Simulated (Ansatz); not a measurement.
# P: which structure wins at one pressure

Aim: bring P in several structures (fcc, bcc, hcp, simple hexagonal, omega, sc) to one pressure and rank them by enthalpy. The pressure is set by scaling the first phase. Methods of the runs shown: PAW.

Computed with Ansatz 0.2.0 (DFT, PBE, PAW with Ansatz's default frozen-core files, scalar-relativistic, unless a step's input says otherwise).

**1. The system as given**

The structure is cubic, space group Fm-3m (No. 225). The conventional cell has a = 3.915 Å, b = 3.915 Å, c = 3.915 Å, α = 90.00°, β = 90.00°, γ = 90.00°. Around P (site symmetry m-3m) lie 12 P at 2.77 Å.

Coordinates:

```cif
data_structure
_symmetry_space_group_name_H-M 'P 1'
_symmetry_Int_Tables_number 1
_cell_length_a 2.7682
_cell_length_b 2.7682
_cell_length_c 2.7682
_cell_angle_alpha 60.000
_cell_angle_beta 60.000
_cell_angle_gamma 60.000
_cell_volume 15.00
loop_
_atom_site_label
_atom_site_type_symbol
_atom_site_fract_x
_atom_site_fract_y
_atom_site_fract_z
_atom_site_occupancy
P1 P 0.00000 0.00000 0.00000 1
```

**2. Cell relaxed at zero pressure, PAW**

input.yaml reads:

```yaml
crystal:
  lattice:
    - [0.0, 1.9574338206, 1.9574338206]
    - [1.9574338206, 0.0, 1.9574338206]
    - [1.9574338206, 1.9574338206, 0.0]
  atoms:
    - { symbol: P, position: [0.0, 0.0, 0.0] }
kpoints:
  mp_grid: { grid: [17, 17, 17] }
scf:
  occupations: { method: fermi_dirac, width: 0.1 }
hamiltonian:
  xc: pbe
  pseudopotentials: { kind: paw }
output:
  forces: true
  stress: true
  write_density: true
  write_potential: true
  elf: true
  volumetric_format: npy
relax:
  f_tol: 0.005
  max_steps: 40
  cell: {}
```

On the command line:

```sh
> ansatz run input.yaml --threads 1 --pin off --max-ram 3584MiB --backend cpu --events-out ev --progress --plain --runs-dir out
```

The runs that follow: Volume scaled by 0.485, to set the pressure, PAW; Fcc relaxed under pressure, PAW; Bcc relaxed under pressure, PAW; Hcp relaxed under pressure, PAW; Simple hexagonal relaxed under pressure, PAW; Omega relaxed under pressure, PAW; Sc relaxed under pressure, PAW.

What does the calculation give? Wanted: pressure; lowest.

**Answer**, as computed:

| quantity | value |
| --- | --- |
| pressure | 270 GPa |
| lowest (PAW) | bcc, 15.0 meV/atom under omega |

**Reading.** By PAW the order is bcc < omega < hcp < simple hexagonal < fcc < sc. Only these structures were tried, with electrons smeared by 0.1 eV and without vibrations, so the true ground state may be another. The k meshes differ between phases and weren't tested, which can move differences by some meV.
